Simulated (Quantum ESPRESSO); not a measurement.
SiO2 under changes of volume

One of the cells (8.044 Å³/atom); the others are scaled copies at fixed shape and fractional positions:

```
Si O
1.0
     4.23317    0.00000    0.00000
     0.00000    4.23317    0.00000
     0.00000    0.00000    2.69349
Si O
2 4
Direct
  0.00000 0.00000 0.00000
  0.50000 0.50000 0.50000
  0.80684 0.19316 0.50000
  0.30684 0.30684 0.00000
  0.19316 0.80684 0.50000
  0.69316 0.69316 0.00000
```

The cell comes from a database or a generator and needn't be the stable form of this composition.

- Program: Quantum ESPRESSO 7.5
- Functional: PBEsol
- Potentials or basis: GBRV 1.5 PBEsol
- Cutoff: 612 eV
- Density cutoff: 4898 eV
- k mesh: 6 × 6 × 10
- Occupations: fermi-dirac, width 0.05 eV
- Spin: no spin polarisation

```tsv
volume (Å³/atom)	energy over the lowest point (meV/atom)	pressure (GPa)	gap on the mesh (eV)
7.562	13.80	14.1	6.12
7.723	3.28	6.5	5.74
7.884	0.00	-0.3	5.37
8.044	?	?	?
8.205	12.24	-11.9	4.69
8.366	26.53	-16.8	4.36
8.527	45.53	-21.3	4.05
```

Problem. What does the run at 8.044 Å³/atom give?

Solution. Energy over the lowest point 3.19 meV/atom; pressure -6.4 GPa; gap on the mesh 5.02 eV.

Worked out: A Birch-Murnaghan fit of order 3 (a polynomial in V^(-2/3)) to the other rows has its minimum at 7.88 Å³/atom with B0 = V·E''(V) = 317 GPa and B' = 4.3 at fixed shape and positions, which overstates the stiffness. It gives 3.20 meV/atom at 8.044 Å³/atom, against the run's 3.19, and -dE/dV = -6.2 GPa, against -6.4. A straight line through the other rows of the gap, of slope -17.2 eV per unit of ln V (its deformation potential), gives 5.04 eV, against the run's 5.02.

Energies are extrapolated to zero smearing.

A mesh can miss the band edges.
